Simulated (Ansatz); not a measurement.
## One input, then a changed one: C (hcp type)

First run: DFT, PBE, PAW with Ansatz's default frozen-core files, scalar-relativistic (Ansatz 0.2.0).

Command: `ansatz run input.yaml --threads 1 --pin off --max-ram 2048MiB --backend cpu --events-out ev --progress --plain --runs-dir out` It took 3.3 s on 1 thread of AMD EPYC 9R45 (Zen 5), on a shared host, peak memory 0.57 GiB.

```yaml
crystal:
  lattice:
    - [2.1003865828, 0.0, 0.0]
    - [-1.0501932914, 1.8189881384, 0.0]
    - [0.0, 0.0, 3.4026262641]
  atoms:
    - { symbol: C, position: [0.1933333333, 0.5966666667, 0.145] }
    - { symbol: C, position: [0.8066666667, 0.4033333333, 0.855] }
kpoints:
  mp_grid: { grid: [16, 16, 9] }
scf:
  occupations: { method: fermi_dirac, width: 0.05 }
hamiltonian:
  xc: pbe
  pseudopotentials: { kind: paw }
output:
  forces: true
  stress: true
  eigenvalues: true
basis:
  ecutwfc: 1000
```

The cell is a prototype at a set volume, not relaxed; it needn't be the stable phase.

This run: one bond, the shortest of the undistorted cell, set to 1.212 Å, ecut 1000.

It converges in 6 SCF iterations at a pressure of 112.2 GPa, largest force 10.857 eV/Å, cutoff 1000 eV.

The input is then changed:

```diff
   occupations: { method: fermi_dirac, width: 0.05 }
+  convergence: { dr2_threshold: 1.0e-20 }
+  max_iter: 60
 hamiltonian:
```

Question: Does this change harm the result?

Answer: Not here: the run converges in 12 SCF iterations at a pressure of 112.2 GPa, largest force 10.857 eV/Å, cutoff 1000 eV, free energy 0.0 meV/atom against the first run's, and its energy lies within 1 meV/atom of the first run's.
